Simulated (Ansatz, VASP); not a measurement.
Os: VASP beside Ansatz

File INCAR:

```
PREC = Accurate
ENCUT = 520
EDIFF = 1E-7
ISMEAR = -1
SIGMA = 0.05
LREAL = False
LASPH = True
NELM = 80
ALGO = Fast
ISIF = 2
LWAVE = False
LCHARG = False
NBANDS = 15
```

KPOINTS

```
Automatic mesh
0
Gamma
  6 6 4
```

The input POSCAR:

```
Os
1.0
    2.7341000000      0.0000000000      0.0000000000
   -1.3670500000      2.3678000565      0.0000000000
    0.0000000000      0.0000000000      4.3197000000
Os
2
Direct
    0.6666666667      0.3333333333      0.7500000000
    0.3333333333      0.6666666667      0.2500000000
```

Contents of input.yaml:

```yaml
crystal:
  lattice:
    - [2.7341, 0.0, 0.0]
    - [-1.36705, 2.3678000565, 0.0]
    - [0.0, 0.0, 4.3197]
  atoms:
    - { symbol: Os, position: [0.6666666667, 0.3333333333, 0.75] }
    - { symbol: Os, position: [0.3333333333, 0.6666666667, 0.25] }
hamiltonian:
  xc: lda
  pseudopotentials: { kind: paw }
kpoints:
  mp_grid: { grid: [6, 6, 4] }
  band_path:
    path:
      - [[0.0, 0.0, 0.0], [0.5, 0.0, 0.0], [0.3333333333, 0.3333333333, 0.0], [0.0, 0.0, 0.0], [0.0, 0.0, 0.5], [0.5, 0.0, 0.5], [0.3333333333, 0.3333333333, 0.5], [0.0, 0.0, 0.5]]
      - [[0.5, 0.0, 0.5], [0.5, 0.0, 0.0]]
      - [[0.3333333333, 0.3333333333, 0.0], [0.3333333333, 0.3333333333, 0.5]]
    npoints: 14
scf:
  occupations: { method: fermi_dirac, width: 0.05 }
  n_extra_bands: 6
output:
  forces: true
  stress: true
  eigenvalues: true
  fatbands: true
```

Alike in both runs: functional LDA; k mesh 6 × 6 × 4; occupations fermi-dirac, width 0.05 eV; no spin polarisation.

|  | VASP | Ansatz |
| --- | --- | --- |
| version | VASP 6.6.1 | Ansatz 0.2.0 |
| potentials or method | VASP PAW LDA potentials, release 64 (Os) | Ansatz PAW |
| plane-wave cutoff (eV) | 520 | 420 |
| valence electrons in the cell | 16 | 32 |
| task | single point | band structure |

|  | VASP | Ansatz | Ansatz less VASP |
| --- | --- | --- | --- |
| gap on the k mesh at the Fermi level (eV) | none | none | - |
| pressure (GPa) | -7.2 | -7.9 | -0.73 |
| largest component of the traceless stress (GPa) | 4.84 | 4.78 | -0.069 |

A gap of «none» marks a metal or a gap that the smearing closes. The two sets of potentials don't hold the same shells in valence.

Caveats: the k mesh is coarse (spacing up to 0.44 Å⁻¹), so the values aren't converged; spin-orbit coupling is left out, which moves the levels of the heavy elements (Ansatz); the PAW data sets come from PBE, with cores solved anew for the run's functional, which leaves a small shift of forces and pressure (Ansatz). The runs have no spin-orbit coupling, so splittings on Os are missing.
